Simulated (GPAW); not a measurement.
Ba:

```
Ba
1.0
    -2.50650    2.50650    2.50650
     2.50650   -2.50650    2.50650
     2.50650    2.50650   -2.50650
Ba
1
Cartesian
  0.0000 0.0000 0.0000
```

| Item | Value |
| --- | --- |
| Program | GPAW 26.7.0 |
| Task | relaxation of cell and atoms |
| Functional | BLYP |
| Potentials or basis | PAW data sets generated in the run's folder for this functional |
| Cutoff | 600 eV |
| Basis | pw |
| k mesh | 7 × 7 × 7 |
| Occupations | fermi-dirac, width 0.05 eV |
| Spin | no spin polarisation |

At the start: pressure 0.6 GPa; volume 62.99 Å³/atom.

How do energy, volume and symmetry change on relaxing?

Over 3 steps the energy falls by 8.1 meV/atom and the volume is 67.02 Å³/atom (+6.4 %); space group Im-3m (No. 229, to 0.05 Å).

The path:
```tsv
step	energy change (eV)	largest force (eV/Å)	pressure (GPa)	volume (Å³)
1	0.0000	0.0000	0.58	62.99
2	-0.0022	0.0000	0.49	63.61
3	-0.0081	0.0000	0.02	67.02
```

Final structure:
```
CELL_PARAMETERS angstrom
-2.55889 2.55889 2.55889
2.55889 -2.55889 2.55889
2.55889 2.55889 -2.55889
ATOMIC_POSITIONS crystal
Ba 0.00000 0.00000 0.00000
```

Caveat: later steps reuse the first step's grids.
